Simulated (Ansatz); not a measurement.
# Ti: equation of state, part 2 of 2

How stiff is Ti, and at what volume does the pressure vanish? The cell is scaled evenly, atoms carried along, and solved with LAPW, PAW and all-electron datasets made for the crystal.

Ansatz 0.2.0; DFT PBE; a database cell (COD). «Crystal datasets» are all-electron PAW datasets made for this crystal. The steps go on from the part before.

### Step 7. Volume × 1.03, LAPW

This is Ti in the fcc structure; at room conditions it is hcp.

File input.yaml:

```yaml
crystal:
  lattice:
    - [0.0, 2.0501003171, 2.0501003171]
    - [2.0501003171, 0.0, 2.0501003171]
    - [2.0501003171, 2.0501003171, 0.0]
  atoms:
    - { symbol: Ti, position: [0.0, 0.0, 0.0] }
kpoints:
  mp_grid: { grid: [15, 15, 15] }
scf:
  occupations: { method: fermi_dirac, width: 0.05 }
hamiltonian:
  xc: pbe
  pseudopotentials: { kind: all_electron, lapw: { basis_error: 0.00025 } }
output:
  forces: true
  stress: true
  eigenvalues: true
```

What it wrote (excerpt; [...] marks lines left out):

```text
LAPW: plane waves up to 8.173 Å⁻¹, error target 2.5e-4 eV per atom; small_component_spin mean_spin; Ti in spheres of 1.450 Å, 12 of its electrons in bands, Dirac shells []
[...]
Pseudopotentials: kind: all_electron
Pseudopotential: Ti, LAPW, valence charge 12, Koelling and Harmon's equation, gaussian nucleus
Functional definition: PBE
[...]
Crystal: 1 atoms, lattice volume = 17.233 Å³
Basis set: ecut = 254.49944460628728 eV, 169 PW (Γ), exchange–correlation at level 2
Bands: 10, of which v1, the nominal top of the filled ones, is band 6 counted from 1 (5 counted from 0)
Symmetry: 48 space group operations
Space group: Fm-3m (ITA 225), of the structure as read, at distance tolerance 2.6e-5 Å
k-points: 120 of 3375
[...]
SCF iter   1: F=—  HF=-23233.445618 eV  |F-HF|=—  |Δ(HF+E_count)|=         —  Δρ=2.12e-2  dr2=4.85e-2  ethr=3.98e-4  ⟨swp⟩=2.9  Hψ=8908  notcnv=0
[...]
the basis was enlarged: its passes take 422.4 KiB over the memory plan, 1 of 1 planned eigensolver slots
[...]
SCF iter   6: F=-23233.279838 eV  HF=-23233.279838 eV  |F-HF|=1.11e-8  |Δ(HF+E_count)|=   6.22e-7  Δρ=4.25e-6  dr2=2.09e-9  ethr=1.81e-9  ⟨swp⟩=2.2  Hψ=3542  notcnv=0
[...]
SCF converged after 6 iterations
Free energy (F): -23233.279838 eV
[...]
E sigma→0 (E₀):  -23233.272960 eV
Entropy (-TS):   -0.013757 eV (-13.757 meV/atom)
Fermi energy:    13.803846 eV
[...]
--- Forces (eV/Å), atoms counted from 1 ---
  atom   1  Ti    -0.00000000     0.00000000     0.00000000
[...]
--- Stress (GPa, compression-positive) ---
        1.002887       0.000000      -0.000000
        0.000000       1.002887      -0.000000
       -0.000000      -0.000000       1.002887
  P = ⅓ Tr σ = 1.0029 GPa (10.029 kbar)
--- Band table (eV; the first three rows and the last of 120) ---
  k-point 0: bands = ["-42.8531", "-18.7190", "-18.7190", "-18.7190", "7.7164", "14.6853", "14.6853", "14.6853", "16.3390", "16.3390"]
[...]
```

Run time: 6.7 s. Hardware: 1 thread, shared host.

In short: pressure 1.00 GPa; no gap.

### Step 8. Volume × 1.03, PAW

Edit input.yaml of step 7 so:

```diff
@@ -13,3 +13,3 @@
   xc: pbe
-  pseudopotentials: { kind: all_electron, lapw: { basis_error: 0.00025 } }
+  pseudopotentials: { kind: paw }
 output:
@@ -18 +18,2 @@
   eigenvalues: true
+  efg: { contact_densities: true }
```

What it wrote (excerpt; [...] marks lines left out):

```text
[...]
[... 3 set-up lines as earlier in the session ...]
[...]
Crystal: 1 atoms, lattice volume = 17.233 Å³
Basis set: ecut = 420 eV, 331 PW (Γ), exchange–correlation on 40×40×40 points (8 copies of the dense FFT grid, shifted against one another)
Bands: 10, of which v1, the nominal top of the filled ones, is band 6 counted from 1 (5 counted from 0)
[... 2 set-up lines as earlier in the session ...]
k-points: 120 of 3375
[...]
SCF iter   1: F=—  HF=-2499.615595 eV  |F-HF|=—  |Δ(HF+E_count)|=         —  Δρ=2.58e-3  dr2=4.33e-4  ethr=1.77e-3  ⟨swp⟩=4.4  Hψ=6299  notcnv=0
[...]
SCF iter   6: F=-2499.615694 eV  HF=-2499.615694 eV  |F-HF|=6.51e-9  |Δ(HF+E_count)|=   9.83e-9  Δρ=6.77e-6  dr2=8.54e-9  ethr=3.52e-10  ⟨swp⟩=2.0  Hψ=3674  notcnv=0
[...]
SCF converged after 6 iterations
Free energy (F): -2499.615694 eV
[...]
E sigma→0 (E₀):  -2499.608811 eV
Entropy (-TS):   -0.013765 eV (-13.765 meV/atom)
Fermi energy:    13.387262 eV
[...]
--- Forces (eV/Å), atoms counted from 1 ---
  atom   1  Ti    -0.00000000     0.00000000     0.00000000
[...]
--- Stress (GPa, compression-positive) ---
        1.009870       0.000000      -0.000000
       -0.000000       1.009870      -0.000000
        0.000000       0.000000       1.009870
  P = ⅓ Tr σ = 1.0099 GPa (10.099 kbar)
--- PAW observables at the nuclei: V_zz in 10²¹ V/m², potentials from the cell's mean, atoms counted from 1 ---
  atom   1  Ti V_zz =    -0.000000   η = 0.0000   by run symmetry: forbidden
            electrostatic potential = -2531.398431 V   contact ρ = 56791.432161 e/Å³
--- Band table (eV; the first three rows and the last of 120) ---
  k-point 0: bands = ["-43.2680", "-19.1334", "-19.1334", "-19.1334", "7.2990", "14.2682", "14.2682", "14.2682", "15.9225", "15.9225"]
[...]
```

Wall time 1.7 s (1 thread, shared host).

Result: pressure 1.01 GPa; no gap.

### Step 9. Volume × 1.06, LAPW

File input.yaml:

```yaml
crystal:
  lattice:
    - [0.0, 2.0698140295, 2.0698140295]
    - [2.0698140295, 0.0, 2.0698140295]
    - [2.0698140295, 2.0698140295, 0.0]
  atoms:
    - { symbol: Ti, position: [0.0, 0.0, 0.0] }
kpoints:
  mp_grid: { grid: [15, 15, 15] }
scf:
  occupations: { method: fermi_dirac, width: 0.05 }
hamiltonian:
  xc: pbe
  pseudopotentials: { kind: all_electron, lapw: { basis_error: 0.00025 } }
output:
  forces: true
  stress: true
  eigenvalues: true
```

What it wrote (excerpt; [...] marks lines left out):

```text
LAPW: plane waves up to 8.092 Å⁻¹, error target 2.5e-4 eV per atom; small_component_spin mean_spin; Ti in spheres of 1.464 Å, 12 of its electrons in bands, Dirac shells []
[...]
[... 3 set-up lines as earlier in the session ...]
[...]
Crystal: 1 atoms, lattice volume = 17.735 Å³
Basis set: ecut = 249.47072455987058 eV, 169 PW (Γ), exchange–correlation at level 2
Bands: 10, of which v1, the nominal top of the filled ones, is band 6 counted from 1 (5 counted from 0)
[... 2 set-up lines as earlier in the session ...]
k-points: 120 of 3375
[...]
SCF iter   1: F=—  HF=-23233.448697 eV  |F-HF|=—  |Δ(HF+E_count)|=         —  Δρ=2.09e-2  dr2=4.96e-2  ethr=4.07e-4  ⟨swp⟩=2.9  Hψ=8899  notcnv=0
[...]
the basis was enlarged: its passes take 422.4 KiB over the memory plan, 1 of 1 planned eigensolver slots
[...]
SCF iter   6: F=-23233.278095 eV  HF=-23233.278095 eV  |F-HF|=7.09e-9  |Δ(HF+E_count)|=   4.31e-7  Δρ=3.34e-6  dr2=1.26e-9  ethr=1.32e-9  ⟨swp⟩=2.5  Hψ=3578  notcnv=0
[...]
SCF converged after 6 iterations
Free energy (F): -23233.278095 eV
[...]
E sigma→0 (E₀):  -23233.271068 eV
Entropy (-TS):   -0.014055 eV (-14.055 meV/atom)
Fermi energy:    13.339615 eV
[...]
--- Forces (eV/Å), atoms counted from 1 ---
  atom   1  Ti    -0.00000000     0.00000000    -0.00000000
[...]
--- Stress (GPa, compression-positive) ---
       -2.049859      -0.000000       0.000000
       -0.000000      -2.049859      -0.000000
        0.000000      -0.000000      -2.049859
  P = ⅓ Tr σ = -2.0499 GPa (-20.499 kbar)
--- Band table (eV; the first three rows and the last of 120) ---
  k-point 0: bands = ["-43.3679", "-19.2647", "-19.2647", "-19.2647", "7.3178", "14.2037", "14.2037", "14.2037", "15.7934", "15.7934"]
[...]
```

It took 6.5 s on 1 thread, shared host.

This run gives: pressure -2.05 GPa; no gap.

### Step 10. Volume × 1.06, PAW

Edit input.yaml of step 9 so:

```diff
@@ -13,3 +13,3 @@
   xc: pbe
-  pseudopotentials: { kind: all_electron, lapw: { basis_error: 0.00025 } }
+  pseudopotentials: { kind: paw }
 output:
@@ -18 +18,2 @@
   eigenvalues: true
+  efg: { contact_densities: true }
```

What it wrote (excerpt; [...] marks lines left out):

```text
[...]
[... 3 set-up lines as earlier in the session ...]
[...]
Crystal: 1 atoms, lattice volume = 17.735 Å³
Basis set: ecut = 420 eV, 331 PW (Γ), exchange–correlation on 40×40×40 points (8 copies of the dense FFT grid, shifted against one another)
Bands: 10, of which v1, the nominal top of the filled ones, is band 6 counted from 1 (5 counted from 0)
[... 2 set-up lines as earlier in the session ...]
k-points: 120 of 3375
[...]
SCF iter   1: F=—  HF=-2499.613925 eV  |F-HF|=—  |Δ(HF+E_count)|=         —  Δρ=2.35e-3  dr2=4.64e-4  ethr=1.77e-3  ⟨swp⟩=4.3  Hψ=6273  notcnv=0
[...]
SCF iter   6: F=-2499.613976 eV  HF=-2499.613976 eV  |F-HF|=6.33e-9  |Δ(HF+E_count)|=   9.57e-9  Δρ=6.49e-6  dr2=8.12e-9  ethr=3.49e-10  ⟨swp⟩=2.1  Hψ=3705  notcnv=0
[...]
SCF converged after 6 iterations
Free energy (F): -2499.613976 eV
[...]
E sigma→0 (E₀):  -2499.606945 eV
Entropy (-TS):   -0.014062 eV (-14.062 meV/atom)
Fermi energy:    12.935367 eV
[...]
--- Forces (eV/Å), atoms counted from 1 ---
  atom   1  Ti    -0.00000000    -0.00000000     0.00000000
[...]
--- Stress (GPa, compression-positive) ---
       -2.039940      -0.000000       0.000000
        0.000000      -2.039940      -0.000000
       -0.000000      -0.000000      -2.039940
  P = ⅓ Tr σ = -2.0399 GPa (-20.399 kbar)
--- PAW observables at the nuclei: V_zz in 10²¹ V/m², potentials from the cell's mean, atoms counted from 1 ---
  atom   1  Ti V_zz =    -0.000000   η = 0.0000   by run symmetry: forbidden
            electrostatic potential = -2530.839628 V   contact ρ = 56791.016478 e/Å³
--- Band table (eV; the first three rows and the last of 120) ---
  k-point 0: bands = ["-43.7705", "-19.6669", "-19.6669", "-19.6669", "6.9127", "13.7989", "13.7989", "13.7989", "15.3892", "15.3892"]
[...]
```

It took 1.7 s on 1 thread, shared host.

In short: pressure -2.04 GPa; no gap.

### Step 11. Volume × 1.06, crystal datasets

Edit input.yaml of step 10 so:

```diff
@@ -13,3 +13,3 @@
   xc: pbe
-  pseudopotentials: { kind: paw }
+  pseudopotentials: { kind: all_electron, datasets: crystal }
 output:
```

What it wrote (excerpt; [...] marks lines left out):

```text
[...]
band count auto-derived: 7 (N_el = 4.0; filled up to band 2; 6 by the electrons, moments and atoms)
[...]
[... 1 set-up line as earlier in the session ...]
Pseudopotential: Ti, paw, valence charge 12, recommended cutoff 260 eV (normal), Koelling and Harmon's equation, gaussian nucleus
[... 1 set-up line as earlier in the session ...]
[...]
Crystal: 1 atoms, lattice volume = 17.735 Å³
Basis set: ecut = 260 eV, 169 PW (Γ), exchange–correlation on 32×32×32 points (8 copies of the dense FFT grid, shifted against one another)
Bands: 7, of which v1, the nominal top of the filled ones, is band 2 counted from 1 (1 counted from 0)
[... 2 set-up lines as earlier in the session ...]
k-points: 120 of 3375
[...]
SCF iter   1: F=—  HF=-23233.506074 eV  |F-HF|=—  |Δ(HF+E_count)|=         —  Δρ=6.01e-2  dr2=6.62e-1  ethr=1.66e-2  ⟨swp⟩=2.0  Hψ=5175  notcnv=0
[...]
Fermi energy:    13.339579 eV
[...]
  The terms above E_closure are by the made datasets' own strengths, without shells solved beside the bands.
--- Forces (eV/Å), atoms counted from 1 ---
  atom   1  Ti    -0.00000000    -0.00000000    -0.00000000
[...]
--- Stress (GPa, compression-positive) ---
       -2.049873      -0.000000      -0.000000
       -0.000000      -2.049873      -0.000000
        0.000000       0.000000      -2.049873
  P = ⅓ Tr σ = -2.0499 GPa (-20.499 kbar)
  It holds what live shells' own plane waves past their cutoff add
--- PAW observables at the nuclei: V_zz in 10²¹ V/m², potentials from the cell's mean, atoms counted from 1 ---
  atom   1  Ti V_zz =    -0.000000   η = 0.0000   by run symmetry: forbidden
            electrostatic potential = -2530.763309 V   contact ρ = 56838.412554 e/Å³
--- Band table (eV; the first three rows and the last of 120) ---
  k-point 0: bands = ["7.3178", "14.2036", "14.2036", "14.2036", "15.7933"]
[...]
```

Wall time 3.4 s (1 thread, shared host).

Read from it: pressure -2.05 GPa; no gap.

### Step 12. Fits

The rows at scale 1 come from earlier runs of the unscaled cell with the same settings.

| method | volume (Å³/atom) | F above the lowest (meV/atom) | pressure (GPa) |
| --- | --- | --- | --- |
| LAPW | 15.735 | 61.0 | 12.79 |
| LAPW | 16.229 | 28.5 | 8.41 |
| LAPW | 16.731 | 8.5 | 4.47 |
| LAPW | 17.233 | 0.0 | 1.00 |
| LAPW | 17.735 | 1.7 | -2.05 |
| PAW | 15.735 | 61.0 | 12.79 |
| PAW | 16.229 | 28.5 | 8.41 |
| PAW | 16.731 | 8.5 | 4.48 |
| PAW | 17.233 | 0.0 | 1.01 |
| PAW | 17.735 | 1.7 | -2.04 |
| crystal datasets | 15.735 | – | 12.79 |
| crystal datasets | 16.731 | – | 4.47 |
| crystal datasets | 17.735 | – | -2.05 |

### Step 13. What came out

The summary covers parts 1 to 2.

| quantity | value |
| --- | --- |
| equilibrium volume (LAPW) | 17.391 Å³/atom |
| bulk modulus (LAPW) | 108 GPa |
| its pressure derivative (LAPW) | 3.3 |
| equilibrium volume (PAW) | 17.392 Å³/atom |
| bulk modulus (PAW) | 108 GPa |
| its pressure derivative (PAW) | 3.4 |

What this shows: By LAPW, the pressure vanishes at 17.39 Å³/atom (+3.9 % from the starting cell) and the bulk modulus there is 108 GPa (Birch-Murnaghan, third order). PAW's volume lies less than 0.01 % and its modulus -0.1 % from LAPW's. No thermal or zero-point expansion is included.
